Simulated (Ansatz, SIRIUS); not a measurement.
Given: the input of a run of SIRIUS 7.12.0 on FeO (Wuestite). Atoms were shifted at random by some hundredths of an Å from the given cell, which wasn't relaxed again for these runs. 

The input sirius.json:

```json
{
  "control": {
    "processing_unit": "cpu",
    "verbosity": 2,
    "num_bands_to_print": 19,
    "print_forces": true,
    "print_stress": true
  },
  "parameters": {
    "electronic_structure_method": "pseudopotential",
    "xc_functionals": ["XC_GGA_X_PBE_SOL", "XC_GGA_C_PBE_SOL"],
    "gk_cutoff": 9.5,
    "pw_cutoff": 19.0,
    "ngridk": [11, 11, 11],
    "shiftk": [0, 0, 0],
    "smearing": "fermi_dirac",
    "smearing_width": 0.0018374661,
    "num_bands": 19,
    "num_mag_dims": 1,
    "num_dft_iter": 100,
    "energy_tol": 1e-08,
    "density_tol": 1e-06
  },
  "iterative_solver": {
    "type": "davidson",
    "min_tolerance": 1e-10
  },
  "mixer": {
    "type": "anderson",
    "beta": 0.5,
    "max_history": 8
  },
  "settings": {
    "tol_ne": 1e-10,
    "pseudo_grid_cutoff": 6.5,
    "smooth_initial_mag": true
  },
  "unit_cell": {
    "lattice_vectors": [
      [2.870155537704, 1.657085072321, 4.761311017722],
      [-2.870155537704, 1.657085072321, 4.761311017722],
      [0.0, -3.314170144643, 4.761311017722]
    ],
    "atom_coordinate_units": "lattice",
    "atom_types": ["Fe", "O"],
    "atom_files": {
      "Fe": "Fe.json",
      "O": "O.json"
    },
    "atoms": {
      "Fe": [
        [0.003491, 0.000593, 0.001933, 0.0, 0.0, 3.0]
      ],
      "O": [
        [0.481737, 0.518633, 0.481488, 0.0, 0.0, 0.0]
      ]
    }
  }
}
```

Potentials or basis: PseudoDojo 0.4.1 PBEsol standard (scalar relativistic).

Run with:

```bash
$ upf_to_json Fe.upf
$ upf_to_json O.upf
$ OMP_NUM_THREADS=4 sirius.scf --input=sirius.json --output=out.json --task=0
```

Q: Translate it to Ansatz 0.2.0. Potentials or basis there: Ansatz PAW, cutoff 420 eV.

A: As run (cutoffs and basis follow the program's own potentials, and thresholds, step limits or extra output files can differ):

The input input.yaml:

```yaml
crystal:
  lattice:
    - [1.5188209023, 0.8768916568, 2.5195772846]
    - [-1.5188209023, 0.8768916568, 2.5195772846]
    - [0.0, -1.7537833136, 2.5195772846]
  atoms:
    - { symbol: Fe, position: [0.003491, 0.000593, 0.001933], spin: 3.0 }
    - { symbol: O, position: [0.481737, 0.518633, 0.481488] }
hamiltonian:
  xc: pbesol
  pseudopotentials: { kind: paw }
magnetization:
  spin_polarized: true
kpoints:
  mp_grid: { grid: [11, 11, 11] }
scf:
  occupations: { method: fermi_dirac, width: 0.05 }
output:
  forces: true
  stress: true
  eigenvalues: true
```

Potentials or basis: Ansatz PAW.

Command:

```sh
$ ansatz run input.yaml --threads 1 --pin off --max-ram 3584MiB --backend cpu --events-out ev --progress --plain --runs-dir out
```

Both were run:

|  | SIRIUS | Ansatz |
| --- | --- | --- |
| Pressure | -9.4 GPa | -8.8 GPa |
| Largest force | 0.234 eV/Å | 0.225 eV/Å |
| Net moment | 4.00 μB per cell | 4.00 μB per cell |
| Absolute moment | 4.01 μB per cell | 4.01 μB per cell |

Ansatz's pressure holds a Pulay term of +0.67 GPa for its cutoff of 420 eV, which the other run lacks.

Ansatz's potentials were made for PBE.

Where Ansatz's input types no cutoff or centring, it takes its own default and a Γ-centred mesh.

The magnetic state is the one that the start led to; the real crystal's order can differ.

Pressure is positive in compression.
